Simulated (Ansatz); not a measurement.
Input and command of a plane-wave DFT calculation in Ansatz:

```yaml
crystal:
  lattice:
    - [2.8930835342, 0.0, 0.0]
    - [0.0, 2.8930835342, 0.0]
    - [0.0, 0.0, 5.7861670685]
  atoms:
    - { symbol: Al, position: [-0.0133865938, 0.0368002529, 0.4973818082] }
    - { symbol: Al, position: [0.0133865938, -0.0368002529, 0.0026181918] }
    - { symbol: Ni, position: [0.475544943, 0.5416112494, 0.2623411028] }
    - { symbol: Ni, position: [0.524455057, 0.4583887506, 0.7376588972] }
basis:
  ecutwfc: 420
kpoints:
  mp_grid: { grid: [12, 12, 6] }
hamiltonian:
  xc: pbe
scf:
  occupations: { method: gaussian, width: 0.15 }
output:
  forces: true
  stress: true
  eigenvalues: true
```

```bash
ansatz run input.yaml --threads 1 --pin off --max-ram 2560MiB --backend cpu --events-out ev --progress --plain --runs-dir out
```

Processor: Arm Neoverse V2, 1 thread, on a host shared with other jobs.

Q: Estimate time, memory and problem size.

A: About 35 s on 1 thread of Arm Neoverse V2, with other jobs on the host, peak memory 0.71 GiB. It solves 26 bands at 436 k points (the mesh reduced by the symmetry that the task leaves, which can be less than the crystal's) with about 943 plane waves, in 6 SCF iterations.
